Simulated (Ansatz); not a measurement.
## What a trial cell of Pt relaxes into

Computed with DFT PBE, scalar-relativistic, plane waves, PAW (Ansatz). Cutoff 420 eV, Γ-centred k mesh, Gaussian smearing, no spin polarisation in the final step.

The start puts Pt on the samarium (9R) structure type (R-3m, No. 166), at a guessed volume.

```xyz
3
Lattice="1.4877 0.8589 7.1899 -1.4877 0.8589 7.1899 0.0000 -1.7178 7.1899" Properties=species:S:1:pos:R:3 pbc="T T T"
Pt    0.0000    0.0000    0.0000
Pt    0.0000    0.0000    4.7932
Pt    0.0000    0.0000   16.7766
```

Cell and atoms relax at zero pressure; the relaxation can't lower the symmetry of the start. After a coarse first stage the cell is made exact in the group found at 0.06 Å.

Energies count from the standard state of Pt at the same level.

(1) Describe the relaxed structure.

(2) What are its volume, energy, density and gap?

Answers

(1) It keeps R-3m (No. 166). The result has the samarium (9R) structure. Conventional cell: a = 2.775 Å, c = 21.199 Å. Pt on Wyckoff site a (1 atom of the primitive cell) has 12 Pt at 2.78–2.84 Å; around Pt on Wyckoff site c (2 atoms of the primitive cell) lie 12 Pt at 2.78–2.86 Å.

```cif
data_structure
_symmetry_space_group_name_H-M 'R-3m:H'
_symmetry_Int_Tables_number 166
_cell_length_a 2.7751
_cell_length_b 2.7751
_cell_length_c 21.1987
_cell_angle_alpha 90.000
_cell_angle_beta 90.000
_cell_angle_gamma 120.000
_cell_volume 141.39
loop_
_atom_site_label
_atom_site_type_symbol
_atom_site_symmetry_multiplicity
_atom_site_Wyckoff_symbol
_atom_site_fract_x
_atom_site_fract_y
_atom_site_fract_z
_atom_site_occupancy
Pt1 Pt 3 a 0.00000 0.00000 0.00000 1
Pt2 Pt 6 c 0.33333 0.66667 0.88935 1
```

(2) The volume per atom is 15.71 Å³, the density is 20.62 g/cm³ and the energy over the standard structure is 0.04 eV/atom. The gap on the 18×18×18 mesh is 0 eV (a metal).

The final run used a 18×18×18 mesh on its 3-atom cell and 0.10 eV smearing. For metals, differences of a few meV/atom aren't resolved. Spin–orbit coupling is left out. Symmetry constrained the relaxation, so the result can be a saddle point.